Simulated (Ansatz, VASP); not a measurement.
# Cross-check of InP between VASP and Ansatz, part 2 of 2

Aim: how closely do two programs agree when they are given the same cell, functional and k mesh? The structure shown is the end of the Ansatz relaxation below.

VASP 6.6.1 and Ansatz 0.2.0.

So far. Step 3 (VASP: single point, PBEsol, pair 1): The run ends at a pressure of -0.03 GPa.

### 6. VASP: single point, PBEsol, pair 2

Level of this step: PBEsol; plane waves and PAW (In_d, P) (VASP).

The same cell, functional, mesh and smearing now go to VASP, with its own data sets.

File INCAR:

```
SYSTEM = InP
PREC = Accurate
ENCUT = 500
EDIFF = 1E-06
NELM = 120
ISMEAR = -1
SIGMA = 0.02
LREAL = .FALSE.
ALGO = Normal
GGA = PS
NBANDS = 24
LORBIT = 11
LWAVE = .FALSE.
LCHARG = .FALSE.
ISIF = 2
LASPH = .TRUE.
GGA_COMPAT = .FALSE.
EFERMI = MIDGAP
KPAR = 2
```

File POSCAR:

```
InP
1.0
    4.1876859705      0.0000000000      0.0000000000
    0.0000000000      4.1876859705      0.0000000000
    0.0000000000      0.0000000000      5.7610779800
In P
2 2
Direct
    0.0000000000      0.0000000000      0.0000000000
    0.5000000000      0.5000000000      0.5000000000
    0.5000000000      0.0000000000      0.7500000000
    0.0000000000      0.5000000000      0.2500000000
```

File KPOINTS:

```
Automatic mesh
0
Gamma
7 7 5
0 0 0
```

The projector-augmented-wave data sets are In_d and P (PBE family, release 64).

Launch:

```bash
$ mpirun -np 2 vasp_std
```

Numbers of over 12 decimals in the logs are rounded to 6 here.

The program printed:

```text
[banner, memory and clock lines left out]
running    2 mpi-ranks, on    1 nodes
[...]
[... a notice as in an earlier step ...]

 LDA part: xc-table for (Slater+PW92), standard interpolation
 POSCAR, INCAR and KPOINTS ok, starting setup
[...]
entering main loop
       N       E                     dE             d eps       ncg     rms          rms(c)
DAV:   1     0.297902833003E+03    0.29790E+03   -0.16233E+04  1440   0.166E+03
DAV:   2     0.105465844931E+02   -0.28736E+03   -0.28025E+03  1464   0.406E+02
DAV:   3    -0.180013354492E+02   -0.28548E+02   -0.28377E+02  1864   0.141E+02
DAV:   4    -0.190502748903E+02   -0.10489E+01   -0.10480E+01  1672   0.291E+01
[...]
DAV:  11    -0.183035144194E+02   -0.53436E-04   -0.36127E-04  2160   0.169E-01    0.973E-02
DAV:  12    -0.183035154353E+02   -0.10160E-05   -0.27761E-05  1664   0.347E-02    0.351E-02
DAV:  13    -0.183035155369E+02   -0.10159E-06   -0.17162E-06  1432   0.785E-03
   1 F= -.18303516E+02 E0= -.18303516E+02  d E =-.132157E-07
```

OUTCAR, selected parts (step 6):

```text
  Total       -0.0223386     -0.0223386      0.6387295      0.0000000      0.0000000      0.0000000
  in kB       -0.3542535     -0.3542535     10.1292103      0.0000000      0.0000000      0.0000000
  external PRESSURE =       3.1402344 kB  Pullay stress =       0.0000000 kB

 POSITION                                       TOTAL-FORCE (eV/Angst)
 -----------------------------------------------------------------------------------
      0.00000      0.00000      0.00000         0.000000     -0.000000     -0.000000
      2.09384      2.09384      2.88054        -0.000000      0.000000      0.000000
      2.09384      0.00000      4.32081        -0.000000      0.000000     -0.000000
      0.00000      2.09384      1.44027        -0.000000      0.000000     -0.000000
 -----------------------------------------------------------------------------------
    total drift:                                0.000000      0.000000     -0.000000

  FREE ENERGIE OF THE ION-ELECTRON SYSTEM (eV)
  ---------------------------------------------------
  free  energy   TOTEN  =       -18.3035155369 eV

  energy  without entropy=      -18.3035155237  energy(sigma->0) =      -18.30351553

[... 1 part as in an earlier step ...]

[... 2 further parts left out ...]
[key lines of the parts left out:]
E-fermi :   5.3892
```

The run ends at a pressure of 0.31 GPa.

### 7. Differences

Compared:

```
              quantity  Ansatz   VASP  difference
        pressure (GPa)    0.35   0.31       +0.03
gap on the k mesh (eV)   0.508  0.510      -0.002
```

A gap on the mesh is an upper bound, since the band edges may lie between its points.

### 8. Ansatz: relaxation, PBEsol

This run makes the geometry at which the two programs are then compared. The cell compared in this pair holds 100.75 Å³, against 101.03 Å³ for the pair before.

The structure compared here is the end of the Ansatz relaxation.

File input.yaml:

```yaml
crystal:
  lattice:
    - [4.188010255, 0.0, 0.0]
    - [0.0, 4.188010255, 0.0]
    - [0.0, 0.0, 5.70229147]
  atoms:
    - { symbol: In, position: [0.0, 0.0, 0.0] }
    - { symbol: In, position: [0.5, 0.5, 0.5] }
    - { symbol: P, position: [0.5, 0.0, 0.75] }
    - { symbol: P, position: [0.0, 0.5, 0.25] }
kpoints:
  mp_grid: { grid: [7, 7, 5] }
scf:
  occupations: { method: fermi_dirac, width: 0.02 }
hamiltonian:
  xc: pbesol
  pseudopotentials: { kind: paw, azcp: { folder: soft_1 }, xc_functional: pbe }
basis:
  ecutwfc: 600
output:
  forces: true
  stress: true
relax:
  f_tol: 0.005
  max_steps: 70
  cell: { stress_tol: 0.02, p_target: 0, fix: [c, alpha, beta, gamma] }
```

Launch:

```bash
$ ansatz run input.yaml --threads 4 --pin off --max-ram 10240MiB --backend cpu --events-out ev --progress --plain --runs-dir out
```

The program printed:

```text
[...]
Crystal: 4 atoms, lattice volume = 100.015 Å³
Basis set: ecut = 600 eV, 3371 PW (Γ), exchange–correlation on 72×72×96 points (8 copies of the dense FFT grid, shifted against one another)
Bands: 22, of which v1, the nominal top of the filled ones, is band 18 counted from 1 (17 counted from 0)
Symmetry: 16 space group operations
[...]
k-points: 30 of 245 (time reversal used)
[...]
0.000000       0.000000       1.546008
  P = ⅓ Tr σ = 0.5148 GPa (5.148 kbar)
--- Relaxed structure (3 steps of the walk, 3 accepted, 1 SCFs on fresh bases) ---
[...]
cell:  # Å, volume = 100.7502 Å³
    - [4.203377, 0, 0]
    - [0, 4.203377, 0]
    - [0, 0, 5.70229147]
  atoms:
    - { symbol: In, position: [0, 0, 0] }
    - { symbol: In, position: [0.5, 0.5, 0.5] }
    - { symbol: P, position: [0.5, 0, 0.75] }
    - { symbol: P, position: [0, 0.5, 0.25] }
[key lines of the parts left out:]
SCF converged after 6 iterations
Free energy (F): -12531.839670 eV
Fermi energy:    7.277449 eV
```

### 9. VASP: single point, PBEsol, pair 3

The same cell, functional, mesh and smearing now go to VASP, with its own data sets.

INCAR is that of step 6.

File POSCAR:

```
InP
1.0
    4.2033767973      0.0000000000      0.0000000000
    0.0000000000      4.2033767973      0.0000000000
    0.0000000000      0.0000000000      5.7022914700
In P
2 2
Direct
    0.0000000000      0.0000000000      0.0000000000
    0.5000000000      0.5000000000      0.5000000000
    0.5000000000      0.0000000000      0.7500000000
    0.0000000000      0.5000000000      0.2500000000
```

KPOINTS is that of step 6.

Launch:

```bash
$ mpirun -np 2 vasp_std
```

The program printed:

```text
[... set-up lines as in an earlier step ...]
 entering main loop
       N       E                     dE             d eps       ncg     rms          rms(c)
DAV:   1     0.288726375214E+03    0.28873E+03   -0.16249E+04  1448   0.164E+03
DAV:   2     0.818917412711E+01   -0.28054E+03   -0.27402E+03  1480   0.396E+02
DAV:   3    -0.180978246148E+02   -0.26287E+02   -0.26129E+02  1888   0.137E+02
DAV:   4    -0.190484138006E+02   -0.95059E+00   -0.94962E+00  1680   0.279E+01
[...]
DAV:  11    -0.182951884427E+02   -0.50739E-04   -0.34936E-04  2128   0.168E-01    0.999E-02
DAV:  12    -0.182951901779E+02   -0.17352E-05   -0.27565E-05  1656   0.355E-02    0.361E-02
DAV:  13    -0.182951902207E+02   -0.42798E-07   -0.15168E-06  1376   0.786E-03
   1 F= -.18295190E+02 E0= -.18295190E+02  d E =-.253277E-07
```

OUTCAR, selected parts (step 9):

```text
  Total       -0.0225058     -0.0225058      0.9506950      0.0000000      0.0000000      0.0000000
  in kB       -0.3578983     -0.3578983     15.1183970      0.0000000      0.0000000      0.0000000
  external PRESSURE =       4.8008668 kB  Pullay stress =       0.0000000 kB

 POSITION                                       TOTAL-FORCE (eV/Angst)
 -----------------------------------------------------------------------------------
      0.00000      0.00000      0.00000         0.000000     -0.000000      0.000000
      2.10169      2.10169      2.85115        -0.000000      0.000000      0.000000
      2.10169      0.00000      4.27672        -0.000000      0.000000     -0.000000
      0.00000      2.10169      1.42557        -0.000000      0.000000      0.000000
 -----------------------------------------------------------------------------------
    total drift:                                0.000000      0.000000     -0.000000

  FREE ENERGIE OF THE ION-ELECTRON SYSTEM (eV)
  ---------------------------------------------------
  free  energy   TOTEN  =       -18.2951902207 eV

  energy  without entropy=      -18.2951901954  energy(sigma->0) =      -18.29519021

[... 1 part as in an earlier step ...]

[... 2 further parts left out ...]
[key lines of the parts left out:]
E-fermi :   5.4441
```

The run ends at a pressure of 0.48 GPa.

### 10. Side by side

Compared:

```
              quantity  Ansatz   VASP  difference
        pressure (GPa)    0.51   0.48       +0.03
gap on the k mesh (eV)   0.480  0.481      -0.002
```

A gap on the mesh is an upper bound, since the band edges may lie between its points.

### 11. Outcome

```json
{
 "difference in gap on the k mesh (single point, PBEsol, pair 1)": "-0.0013 eV",
 "difference in gap on the k mesh (single point, PBEsol, pair 2)": "-0.0016 eV",
 "difference in gap on the k mesh (single point, PBEsol, pair 3)": "-0.0017 eV"
}
```

In words: The difference in gap on the k mesh is -0.0017 eV (single point, PBEsol, pair 3), within the 0.08 eV picked in this series as the mark of a large difference. 4 further runs of this series are not shown here. Such differences can come from data sets, numerical settings and the points named under the comparisons, not from the functional's error against experiment.

[Lines on the potential files, build, host, timing and source positions are cut from VASP's logs without a mark.]

[Logs are printed without paths, hosts, clocks, repeated set-up lines and the standing remarks that a program may print on its own settings, such as how far it seeks lower states.]

[Hosts, paths, dates, database ids (printed as entryN), source tags and the programs' standing remarks are cut or masked in the printed files.]
